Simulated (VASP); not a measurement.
# Te (P3_121) in VASP: a series of runs

The runs below take Te through relaxation of shape and atoms at fixed volume, with LDA.

Program: VASP 6.6.1. These are calculated values, not measurements. Logs are shortened: lines on timing, memory, paths and dates and some standing lists are left out, and cuts for length are marked.

### 1 Starting point

Symmetry: P3_121, No. 152, trigonal system. Conventional cell: a = 4.276 Å, b = 4.276 Å, c = 5.938 Å, α = 90.00°, β = 90.00°, γ = 120.00°. Around Te (site symmetry 2) lie 6 Te at 2.90 to 3.31 Å.

### 2 Relaxation of shape and atoms at fixed volume, LDA (a relaxed cell with its volume scaled by 0.98)

INCAR reads:

```
PREC = Accurate
ENCUT = 600
EDIFF = 1E-7
ISMEAR = 0
SIGMA = 0.03
LREAL = F
LASPH = T
NELM = 80
ALGO = Normal
ISIF = 4
LWAVE = F
LCHARG = F
IBRION = 2
NSW = 40
EDIFFG = -0.01
```

KPOINTS reads:

```
Automatic mesh
0
Gamma
  9 9 6
```

POSCAR reads:

```
Te                                      
1.0
    4.2472563825     -0.0000000000      0.0000000000
   -2.1236281912      3.6782319236      0.0000000000
    0.0000000000      0.0000000000      5.8980121914
  Te            
     3
Direct
     0.2869691410427617    1.0000000000000000    0.3333333332999970
     0.0000000000000000    0.2869691410427688    0.6666666667000030
     0.7130308589572313    0.7130308589572313    0.0000000000000000
```

Potentials or basis: VASP PAW LDA potentials, release 64 (Te).

Run with:

```
$ cat potpaw_LDA.64/Te/POTCAR > POTCAR
$ mpirun -np 1 vasp_std > vasp.out
```

OUTCAR:

```text
PREC = Accurate
   ENCUT = 600
   EDIFF = 1E-7
   ISMEAR = 0
   LREAL = F
   LASPH = T
   NELM = 80
   ISIF = 4
   IBRION = 2
   NSW = 40
   EDIFFG = -0.01

 ion  position               nearest neighbor table
   1  0.287  0.000  0.333-   3 2.88   2 2.88   3 3.29   3 3.29   2 3.29   2 3.29
   2  0.000  0.287  0.667-   3 2.88   1 2.88   3 3.29   3 3.29   1 3.29   1 3.29
   3  0.713  0.713  0.000-   2 2.88   1 2.88   2 3.29   1 3.29   1 3.29   2 3.29

  LATTYP: Found a hexagonal cell.
 ALAT       =     4.2472563825
 C/A-ratio  =     1.3886640363

  Lattice vectors:

 A1 = (   4.2472563825,   0.0000000000,   0.0000000000)
 A2 = (  -2.1236281912,   3.6782319236,   0.0000000000)
 A3 = (   0.0000000000,   0.0000000000,   5.8980121914)

Analysis of symmetry for initial positions (statically):
=====================================================================
 Subroutine PRICEL returns:
 Original cell was already a primitive cell.

 Routine SETGRP: Setting up the symmetry group for a
 hexagonal supercell.

 Subroutine GETGRP returns: Found  6 space group operations
 (whereof  2 operations were pure point group operations)
 out of a pool of 24 trial point group operations.

The static configuration has the point symmetry C_2 .
 The point group associated with its full space group is D_3 .

Analysis of symmetry for dynamics (positions and initial velocities):
=====================================================================
 Subroutine PRICEL returns:
 Original cell was already a primitive cell.

 Routine SETGRP: Setting up the symmetry group for a
 hexagonal supercell.

 Subroutine GETGRP returns: Found  6 space group operations
 (whereof  2 operations were pure point group operations)
 out of a pool of 24 trial point group operations.

The dynamic configuration has the point symmetry C_2 .
 The point group associated with its full space group is D_3 .

 Subroutine INISYM returns: Found  6 space group operations
 (whereof  2 operations are pure point group operations),
 and found     1 'primitive' translations

----------------------------------------------------------------------------------------

                                     Primitive cell

  volume of cell :      92.1411

  direct lattice vectors                    reciprocal lattice vectors
     4.247256382  0.000000000  0.000000000     0.235446112  0.135934876  0.000000000
    -2.123628191  3.678231924  0.000000000     0.000000000  0.271869752  0.000000000
     0.000000000  0.000000000  5.898012191     0.000000000  0.000000000  0.169548649

  length of vectors
     4.247256382  4.247256382  5.898012191     0.271869752  0.271869752  0.169548649

  position of ions in fractional coordinates (direct lattice)
     0.286969141  0.000000000  0.333333333
     0.000000000  0.286969141  0.666666667
     0.713030859  0.713030859  0.000000000

  ion indices of the primitive-cell ions
   primitive index   ion index
                 1           1
                 2           2
                 3           3

----------------------------------------------------------------------------------------

 KPOINTS: Automatic mesh

Automatic generation of k-mesh.
 Grid dimensions read from file:
 generate k-points for:    9    9    6

 Generating k-lattice:

  Cartesian coordinates                     Fractional coordinates (reciprocal lattice)
     0.026160679  0.015103875  0.000000000     0.111111111  0.000000000  0.000000000
     0.000000000  0.030207750  0.000000000     0.000000000  0.111111111  0.000000000
     0.000000000  0.000000000  0.028258108     0.000000000  0.000000000  0.166666667

  Length of vectors
     0.030207750  0.030207750  0.028258108

  Shift w.r.t. Gamma in fractional coordinates (k-lattice)
     0.000000000  0.000000000  0.000000000

 Subroutine IBZKPT returns following result:
 ===========================================

 Found     62 irreducible k-points:

 Following reciprocal coordinates:
            Coordinates               Weight
  0.000000  0.000000  0.000000      1.000000
  0.111111  0.000000  0.000000      6.000000
  0.222222  0.000000  0.000000      6.000000
  0.333333 -0.000000  0.000000      6.000000
  0.444444  0.000000  0.000000      6.000000
  0.111111  0.111111  0.000000      6.000000
[... 16 lines left out ...]
  0.222222  0.111111  0.166667     12.000000
 -0.111111  0.333333  0.166667     12.000000
 [... further k-points ...]
   k-points           NKPTS =     62   k-points in BZ     NKDIM =     62   number of bands    NBANDS=     13
   number of dos      NEDOS =    301   number of ions     NIONS =      3
   total plane-waves  NPLWV =  62208
   dimension x,y,z NGX =    36 NGY =   36 NGZ =   48
   dimension x,y,z NGXF=    72 NGYF=   72 NGZF=   96
   ions per type =               3
   NGX,Y,Z   is equivalent  to a cutoff of  14.09, 14.09, 13.53 a.u.
   NGXF,Y,Z  is equivalent  to a cutoff of  28.18, 28.18, 27.06 a.u.
 SYSTEM =  unknown system
   PREC   = accura    normal or accurate (medium, high low for compatibility)
   ISTART =      0    job   : 0-new  1-cont  2-samecut
   ICHARG =      2    charge: 1-file 2-atom 10-const
   ISPIN  =      1    spin polarized calculation?
   LNONCOLLINEAR =      F non collinear calculations
   LSORBIT =      F    spin-orbit coupling
   LASPH  =      T    aspherical Exc in radial PAW
   ENCUT  =  600.0 eV  44.10 Ry    6.64 a.u.   8.48  8.48 11.78*2*pi/ulx,y,z
   NELM   =     80;   NELMIN=  2; NELMDL= -5     # of ELM steps
   EDIFF  = 0.1E-06   stopping-criterion for ELM
   LREAL  =      F    real-space projection
   EDIFFG = -.1E-01   stopping-criterion for IOM
   NSW    =     40    number of steps for IOM
   IBRION =      2    ionic relax: 0-MD 1-quasi-New 2-CG
   NFREE  =      1    steps in history (QN), initial steepest desc. (CG)
   ISIF   =      4    stress and relaxation
   ISYM   =      2    0-nonsym 1-usesym 2-fastsym
   POTIM  = 0.5000    time-step for ionic-motion
   TEBEG  =    0.0;   TEEND  =   0.0 temperature during run
   PSTRESS=    0.0 pullay stress
   NELECT =      18.0000    total number of electrons
   NUPDOWN=      -1.0000    fix difference up-down
   EMIN   =  10.00;   EMAX   =-10.00  energy-range for DOS
   EFERMI =   0.00;   METHOD = LEGACY
   ISMEAR =     0;   SIGMA  =   0.03  broadening in eV -4-tet -1-fermi 0-gaus
   EFERMI_NEDOS =   21; number of points for ismear=-14 and -15
   IALGO  =     38    algorithm
   IMIX   =      4    mixing-type and parameters
     AMIX     =   0.40;   BMIX     =  1.00
     AMIX_MAG =   1.60;   BMIX_MAG =  1.00
  volume/ion in A,a.u.               =      30.71       207.27
  Fermi-wavevector in a.u.,A,eV,Ry     =   0.949907  1.795065 12.276863  0.902324
  Thomas-Fermi vector in A             =   2.078234
   LORBIT       =      0    0 simple, 1 ext, 2 COOP (PROOUT), +10 PAW based schemes
   GGA     = CA    functional components
   LHFCALC =     F    Hartree Fock is set to
   AEXX    =    0.0000 exact exchange contribution
   IVDW    =     0    specifies the selected vdW correction
   LEPSILON=     F    determine dielectric tensor
   LRPA    =     F    only Hartree local field effects (RPA)
 conjugate gradient relaxation of ions
 non-spin polarized calculation
 Gauss-broadening in eV      SIGMA  =   0.03
  energy-cutoff  :      600.00
  volume of cell :       92.14
 maximum number of plane-waves:      3125
 NGX is ok and might be reduce to    36
   NGX = 17   NGY = 17   NGZ = 23

--------------------------------------- Ionic step        1  -------------------------------------------

 number of electron      17.9999999 magnetization

 Free energy of the ion-electron system (eV)
  ---------------------------------------------------
  ext. energy  EPLUGINS =         0.00000000
  ---------------------------------------------------
  free energy    TOTEN  =       -11.40457038 eV

  energy without entropy =      -11.40441828  energy(sigma->0) =      -11.40449433

------------------------ aborting loop because EDIFF is reached ----------------------------------------

  FORCE on cell =-STRESS in cart. coord.  units (eV):
  Direction    XX          YY          ZZ          XY          YZ          ZX
  --------------------------------------------------------------------------------------
  -------------------------------------------------------------------------------------
  Total        0.6129946      0.6129946      0.8952982      0.0000000      0.0000000     -0.0000000
  in kB       10.6589389     10.6589389     15.5677216      0.0000000      0.0000000     -0.0000000
  external PRESSURE =      12.2951998 kB  Pullay stress =       0.0000000 kB
[... 133 lines left out ...]
  energy  without entropy=      -11.4070371648  energy(sigma->0) =      -11.40710694

--------------------------------------- Ionic step        5  -------------------------------------------

 number of electron      17.9999997 magnetization

 Free energy of the ion-electron system (eV)
  ---------------------------------------------------
  ext. energy  EPLUGINS =         0.00000000
  ---------------------------------------------------
  free energy    TOTEN  =       -11.40725972 eV

  energy without entropy =      -11.40711946  energy(sigma->0) =      -11.40718959

 E-fermi :   7.1455     XC(G=0):  -9.7555

 val. band max:        7.1454389366   @ k =   0.3333   0.3333   0.5000
 cond. band min:       7.2848561915   @ k =   0.0000   0.0000   0.5000
 fundamental gap:      0.1394172548
 Fermi energy:         7.1454839512

 k-point     1 :       0.0000    0.0000    0.0000
  band No.  band energies     occupation
      1      -7.0781      2.00000
      2      -3.5713      2.00000
      3      -3.5713      2.00000
      4       4.2115      2.00000
      5       4.5829      2.00000
      6       4.5829      2.00000
      7       5.2908      2.00000
      8       5.2908      2.00000
      9       5.8576      2.00000
     10       8.1566      0.00000
     11       8.1566      0.00000
     12       8.8840      0.00000
     13      11.8634      0.00000
[... 353 lines left out ...]
 k-point    24 :      -0.1111    0.3333    0.1667
  band No.  band energies     occupation
      1      -6.2563      2.00000
      2      -4.3448      2.00000
      3      -2.8209      2.00000
      4       1.7588      2.00000
      5       2.4345      2.00000
      6       3.5277      2.00000
      7       5.0174      2.00000
      8       6.0077      2.00000
      9       6.4670      2.00000
     10       7.8566      0.00000
     11       8.3153      0.00000
     12       9.0179      0.00000
     13      10.3659      0.00000

 [... further k-points ...]

------------------------ aborting loop because EDIFF is reached ----------------------------------------

  FORCE on cell =-STRESS in cart. coord.  units (eV):
  Direction    XX          YY          ZZ          XY          YZ          ZX
  --------------------------------------------------------------------------------------
  -------------------------------------------------------------------------------------
  Total        0.4564332      0.4564332      0.4638503      0.0000000      0.0000000      0.0000000
  in kB        7.9366016      7.9366016      8.0655721      0.0000000      0.0000000      0.0000000
  external PRESSURE =       7.9795918 kB  Pullay stress =       0.0000000 kB
[... 18 lines left out ...]
  FREE ENERGIE OF THE ION-ELECTRON SYSTEM (eV)
  ---------------------------------------------------
  free  energy   TOTEN  =       -11.4072597178 eV

  energy  without entropy=      -11.4071194604  energy(sigma->0) =      -11.40718959

 reached required accuracy - stopping structural energy minimisation
```

Run time: 2.5 min. Hardware: 1 thread of Intel Xeon Platinum 8559C (Emerald Rapids), shared host; peak memory 0.24 GiB.

Results:

```yaml
Free_energy: -11.4073 eV
Energy_gained_by_relaxing: 0.9 meV/atom
Ionic_steps: 5
Pressure_after_relaxing: 0.8 GPa
Band_gap_on_the_k_mesh: none (metal or under the smearing width)
```

The path:
```csv
step,energy change (eV),largest force (eV/Å),pressure (GPa)
1,0.0000,0.0778,1.23
2,-0.0014,0.0562,1.08
3,-0.0025,0.0183,0.82
4,-0.0026,0.0126,0.81
5,-0.0027,0.0016,0.80
```

Final structure:
```xyz
3
Lattice="4.2335 0.0000 0.0000 -2.1168 3.6664 0.0000 0.0000 0.0000 5.9363" Properties=species:S:1:pos:R:3 pbc="T T T"
Te   -0.8868    3.6664    1.9788
Te   -0.6150    1.0652    3.9575
Te    1.5018    2.6012    5.9363
```

Spin-orbit coupling is left out, which matters for the levels of Te.

### 3 Relaxation of shape and atoms at fixed volume, LDA

INCAR is that of step 2.

KPOINTS is that of step 2.

POSCAR reads:

```
Te                                      
1.0
    4.2759549313     -0.0000000000      0.0000000000
   -2.1379774656      3.7030855959      0.0000000000
    0.0000000000      0.0000000000      5.9378648340
  Te            
     3
Direct
     0.2869691410427617    1.0000000000000000    0.3333333332999970
     0.0000000000000000    0.2869691410427688    0.6666666667000030
     0.7130308589572313    0.7130308589572313    0.0000000000000000
```

Potentials or basis: VASP PAW LDA potentials, release 64 (Te).

Run with:

```
$ cat potpaw_LDA.64/Te/POTCAR > POTCAR
$ mpirun -np 1 vasp_std > vasp.out
```

Run time: 56 s. Hardware: 1 thread of Intel Xeon Platinum 8559C (Emerald Rapids), shared host; peak memory 0.24 GiB.

It converged, with:

| Item | Value |
| --- | --- |
| Free energy | -11.4116 eV |
| Pressure after relaxing | 0.0 GPa |
| Largest force after relaxing | 0.004 eV/Å |
| Band gap on the k mesh | none (metal or under the smearing width) |

Forces in eV/Å, atoms in the order of the input:
```
Te   0.004  0.000  0.000
Te  -0.002  0.003  0.000
Te  -0.002 -0.003  0.000
```

Final structure:
```
Te
1.0
     4.27595    0.00000    0.00000
    -2.13798    3.70309    0.00000
     0.00000    0.00000    5.93786
Te
3
Direct
  0.28697 0.00000 0.33333
  0.00000 0.28697 0.66667
  0.71303 0.71303 0.00000
```

Levels at points of the mesh, in eV from the Fermi level:
```tsv
k point	band 7	band 8	band 9	band 10	band 11	band 12
(0.00, 0.00, 0.00)	-1.83	-1.83	-1.22	0.98	0.98	1.68
(0.00, 0.00, 0.50)	-1.28	-0.84	-0.84	0.18	0.27	0.27
```

Caveat: the relaxation stopped at its first step, so nothing moved. The run has no spin-orbit coupling, so splittings on Te are missing.

(Continued in part 2 of 2.)
